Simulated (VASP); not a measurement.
Set up this calculation in VASP 6.6.1, as the native input.

| Quantity | Value |
| --- | --- |
| Task | single point |
| Functional | PBEsol |
| Potentials or basis | VASP PAW PBE potentials, release 64 (Ga_d, N) |
| Cutoff | 700 eV |
| k mesh | 10 × 10 × 10 |
| Occupations | gaussian, width 0.02 eV |
| Spin | no spin polarisation |
| Further INCAR settings | ALGO = Normal; EDIFF = 1e-06; NBANDS = 16 |

The structure of GaN lies in POSCAR:

```
GaN
1.0
    0.0000000000      2.2472400000      2.2472400000
    2.2472400000      0.0000000000      2.2472400000
    2.2472400000      2.2472400000      0.0000000000
Ga N
1 1
Direct
    0.0000000000      0.0000000000      0.0000000000
    0.2500000000      0.2500000000      0.2500000000
```

The cell is a database's computed one.

One way to write it, as run:

INCAR

```
SYSTEM = GaN
  PREC = Accurate
  ENCUT = 700
  EDIFF = 1E-6
  ISMEAR = 0
  SIGMA = 0.02
  LREAL = .FALSE.
  LASPH = .TRUE.
  NELM = 100
  ALGO = Normal
  ISIF = 2
  LWAVE = .FALSE.
  LCHARG = .FALSE.
  GGA = PS
  NBANDS = 16
```

KPOINTS

```
Automatic mesh
0
G
  10 10 10
  0 0 0
```

Potentials or basis: VASP PAW PBE potentials, release 64 (Ga_d, N).

Run with:

```bash
$ cat potpaw_PBE.64/Ga_d/POTCAR potpaw_PBE.64/N/POTCAR > POTCAR
$ mpirun -np 1 vasp_std > vasp.out
```

Results of the run:

```json
{
  "Pressure": "0.1 GPa",
  "Band gap on the k mesh": "1.74 eV, direct"
}
```

Caveat: the PAW data sets were made with another functional, which shifts forces and pressure a little.

It took 21 s on 1 thread of Intel(R) Xeon(R) Platinum 8488C (Sapphire Rapids), on a shared host, peak memory 0.17 GiB.
